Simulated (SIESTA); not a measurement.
Crystal: ZnO (zincite).

```
CELL_PARAMETERS angstrom
3.24931 0.00000 0.00000
-1.62465 2.81398 0.00000
0.00000 0.00000 5.20571
ATOMIC_POSITIONS crystal
Zn 0.66667 0.33333 0.00000
Zn 0.33333 0.66667 0.50000
O 0.33333 0.66667 0.87901
O 0.66667 0.33333 0.37901
```

Base run:

| Item | Value |
| --- | --- |
| Program | SIESTA 5.4.2 |
| Functional | PBEsol |
| Potentials or basis | PseudoDojo 0.4 standard (PBEsol files) |
| Basis | DZP (energy shift 0.002 Ry) |
| Grid cutoff | 800 Ry |
| Energy shift | 0.002 Ry |
| k mesh | 9 × 9 × 5 |
| Occupations | fermi-dirac, width 0.05 eV |
| Spin | no spin polarisation |

Its results: band gap on the k mesh 1.07 eV, direct; pressure 0.2 GPa; largest force 0.116 eV/Å.

Task: After a change of settings the same cell gave: band gap on the k mesh 1.13 eV, direct; pressure 0.8 GPa; largest force 0.118 eV/Å. Which change was it?
A. functional from PBEsol to BLYP; potentials or basis from PseudoDojo 0.4 standard (PBEsol files) to PseudoDojo 0.4 standard (PBE files)
B. functional from PBEsol to AM05
C. functional from PBEsol to SVWN5; potentials or basis from PseudoDojo 0.4 standard (PBEsol files) to PseudoDojo 0.4 standard (LDA files)
D. functional from PBEsol to LDA; potentials or basis from PseudoDojo 0.4 standard (PBEsol files) to PseudoDojo 0.4 standard (LDA files)

Result: B.

Caveats: semicore shells carry a single zeta, which can move pressures by several GPa and volumes by a few percent; the valence orbitals were made in a potential fitted to the semicore shell under them, which widens gaps by tenths of an eV or more; the basis of atomic orbitals isn't converged, which shifts pressures, moduli and gaps; the potentials were made for another functional, which shifts forces and pressure (some runs).

Not every run made on this cell is shown here.
